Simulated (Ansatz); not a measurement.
## KMgF3: relaxation of cell and atoms with PBEsol

The system is KMgF3.

```xyz
5
Lattice="3.9859 0.0000 0.0000 0.0000 3.9859 0.0000 0.0000 0.0000 3.9859" Properties=species:S:1:pos:R:3 pbc="T T T"
K     1.9929    1.9929    1.9929
Mg    0.0000    0.0000    0.0000
F     0.0000    0.0000    1.9929
F     0.0000    1.9929    0.0000
F     1.9929    0.0000    0.0000
```

```
Program               : Ansatz 0.2.0
Task                  : relaxation of cell and atoms
Functional            : PBEsol
Potentials or basis   : Ansatz PAW
Cutoff                : 420 eV (not typed: the program's choice for these potentials)
k mesh                : 7 × 7 × 7
Occupations           : fermi-dirac, width 0.05 eV
Spin                  : no spin polarisation
Target pressure       : 30 GPa
Target pressure (GPa) : 30
```

```
Relaxed volume                                         : 10.00 Å³/atom
Relaxed cell                                           : a = 3.684 Å, b = 3.684 Å, c = 3.684 Å, α = 90.00°, β = 90.00°, γ = 90.00°
Space group after relaxing (to 0.05 Å)                 : Pm-3m (No. 221)
Energy change on relaxing (the enthalpy is what falls) : +204.0 meV/atom
Ionic steps                                            : 8
Pressure after relaxing                                : 30.0 GPa
Band gap on the k mesh                                 : 9.22 eV, indirect (least direct gap 9.46 eV)
```

Step by step:
```
step  energy change (eV)  largest force (eV/Å)  volume (Å³)
   1              0.0000                0.0000        63.33
   2              0.3739                0.0000        54.51
   3              1.2452                0.0000        48.80
   4              0.9573                0.0000        50.25
   5              0.9697                0.0000        50.18
   6              0.9845                0.0000        50.18
   7              1.0191                0.0000        49.99
   8              1.0201                0.0000        49.99
```

Final structure:
```xyz
5
Lattice="3.6837 0.0000 0.0000 0.0000 3.6837 0.0000 0.0000 0.0000 3.6837" Properties=species:S:1:pos:R:3 pbc="T T T"
K     1.8419    1.8419    1.8419
Mg    0.0000    0.0000    0.0000
F     0.0000    0.0000    1.8419
F     0.0000    1.8419    0.0000
F     1.8419    0.0000    0.0000
```

Levels at points of the mesh, in eV from the valence-band top:
| k point | band 18 | band 19 | band 20 | band 21 | band 22 | band 23 |
| --- | --- | --- | --- | --- | --- | --- |
| (0.00, 0.00, 0.00) | -0.24 | -0.24 | -0.24 | 9.22 | 10.22 | 10.22 |

Run time: 7.8 s on 2 threads of Arm Neoverse V2 (shared host), peak memory 0.33 GiB.

Caveat: the volume moved by over 15 % at a fixed basis, so the end points are rough; odd divisions of the mesh miss points on the zone boundary, where band edges often lie, so the gap on the mesh can be too wide; the plane-wave basis is chosen anew once the cell has moved, so the energies of steps on either side of that aren't comparable; the pressure holds a Pulay correction of +0.8 GPa for the finite cutoff; the PAW data sets come from PBE, with cores solved anew for the run's functional, which leaves a small shift of forces and pressure. A k mesh can miss the band edges.
